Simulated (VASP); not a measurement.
**A VASP 6.6.1 single-point calculation on SnSe**

INCAR

```
ENCUT = 520
LMAXMIX = 4
ISIF = 2
SIGMA = 0.1
IBRION = -1
LWAVE = .FALSE.
METAGGA = MBJ
LCHARG = .FALSE.
PREC = Accurate
NBANDS = 17
LASPH = .TRUE.
ISMEAR = 2
LREAL = .FALSE.
NSW = 0
EDIFF = 1E-7
NELM = 120
```

KPOINTS

```
KPOINTS created by Atomic Simulation Environment
0
Gamma
8 8 8
0 0 0
```

POSCAR

```
Sn Se
 1.0000000000000000
     0.0772543785000000    3.0793675323000000    3.0793675323000000
     3.0793675323000000    0.0772543785000000    3.0793675323000000
     3.0793675323000000    3.0793675323000000    0.0772543785000000
 Sn  Se
   1   1
Cartesian
  0.0000000000000000  0.0000000000000000  0.0000000000000000
  3.1179947215500001  3.1179947215500001  3.1179947215500001
```

The recommended PBE PAW datasets give the neutral cell 20 valence electrons.

Command

```
mpirun -np 1 vasp_std
```

OSZICAR

```
N       E                     dE             d eps       ncg     rms          rms(c)
DAV:   1     0.550177840073E+03    0.55018E+03   -0.94727E+03  2235   0.139E+03
DAV:   2     0.428016691377E+03   -0.12216E+03   -0.11833E+03  2388   0.332E+02
DAV:   3     0.417064756617E+03   -0.10952E+02   -0.10880E+02  2684   0.878E+01
DAV:   4     0.416791799471E+03   -0.27296E+00   -0.27273E+00  2696   0.147E+01
DAV:   5     0.416781257967E+03   -0.10542E-01   -0.10541E-01  3346   0.269E+00    0.724E+00
DAV:   6     0.417335291600E+03    0.55403E+00   -0.46539E+00  2767   0.282E+01    0.512E+00
DAV:   7     0.417839068895E+03    0.50378E+00   -0.46505E-01  2901   0.724E+00    0.327E+00
DAV:   8     0.418097299657E+03    0.25823E+00   -0.14310E-01  2876   0.350E+00    0.165E+00
DAV:   9     0.418450311650E+03    0.35301E+00   -0.37940E-02  2542   0.136E+00    0.402E-01
DAV:  10     0.418390786044E+03   -0.59526E-01   -0.42085E-02  3036   0.249E+00    0.335E-01
...
DAV:  29     0.418409375792E+03    0.10505E-04   -0.23169E-10  1138   0.103E-04    0.105E-04
DAV:  30     0.418409383547E+03    0.77550E-05   -0.94448E-11  1135   0.590E-05    0.467E-05
DAV:  31     0.418409384999E+03    0.14525E-05   -0.48995E-11  1135   0.517E-05    0.498E-05
DAV:  32     0.418409391277E+03    0.62773E-05   -0.64044E-11  1135   0.404E-05    0.635E-06
DAV:  33     0.418409392661E+03    0.13843E-05   -0.34037E-11  1132   0.412E-05    0.169E-05
DAV:  34     0.418409394794E+03    0.21330E-05   -0.85283E-12  1131   0.169E-05    0.403E-06
DAV:  35     0.418409395988E+03    0.11944E-05   -0.64370E-12  1129   0.152E-05    0.328E-06
DAV:  36     0.418409396303E+03    0.31445E-06   -0.12396E-12  1129   0.107E-05    0.167E-06
DAV:  37     0.418409396399E+03    0.96617E-07   -0.55425E-13  1129   0.491E-06
   1 F= 0.41840940E+03 E0= 0.41840941E+03  d E =-.493204E-04
```

It converged. Results: gap between bands v and c on the k mesh -0.19 eV (bands overlap: a metal); least direct gap on the k mesh 0.04 eV. Band v is the last that the valence electrons fill when counted band by band, and c is the next.

The MBJ potential has no energy functional, so only its levels carry meaning.

For comparison, a separate PBE run of the intended cell, on usual settings and not on those above, gives a gap of 0.21 eV on its mesh and a pressure of -0.6 GPa.

The run above took about 56 s on one core of a shared host (Intel Xeon 6975P-C) and held 0.23 GiB at most.
